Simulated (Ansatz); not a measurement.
# Sc: electron density at the nuclei under pressure

```xyz
2
Lattice="0.0000 3.2297 3.2297 3.2297 0.0000 3.2297 3.2297 3.2297 0.0000" Properties=species:S:1:pos:R:3 pbc="T T T"
Sc    0.0000    0.0000    0.0000
Sc    1.6149    1.6149    1.6149
```

Atoms are numbered in the order listed.

The structure comes from a relaxation in the same program, started in the diamond type, and has space group Fd-3m. Whether it is a known phase or the ground state wasn't checked.

Computed with Ansatz 0.2.0, DFT, PBE, all-electron PAW with datasets made for the crystal, scalar-relativistic.

Numerical set-up: a Γ-centred 10×10×10 k mesh, Fermi–Dirac smearing of 0.03 eV, cutoff 200 eV (chosen by the program for this cell), no spin polarisation.

The contact density is the mean electron density over the nuclear volume; its changes follow the s electrons' response to bonding and compression. Changes below are taken from the unscaled cell, where it is 48610.2 e/Å³ at Sc1.

```
V/V(cell)  P (GPa)  Δρ(0) Sc1 (e/Å³)
   0.9405      1.0                 ?
   1.0000      0.0              0.00
   1.0600     -0.3                 ?
```

(1) Give the missing entry: row "1.0600", column "Δρ(0) Sc1 (e/Å³)".

(2) Give the missing entry: row "0.9405", column "Δρ(0) Sc1 (e/Å³)".

The datasets are made afresh for each cell, so very small changes are uncertain.

## Answers

(1) 0.80.

(2) -0.07.
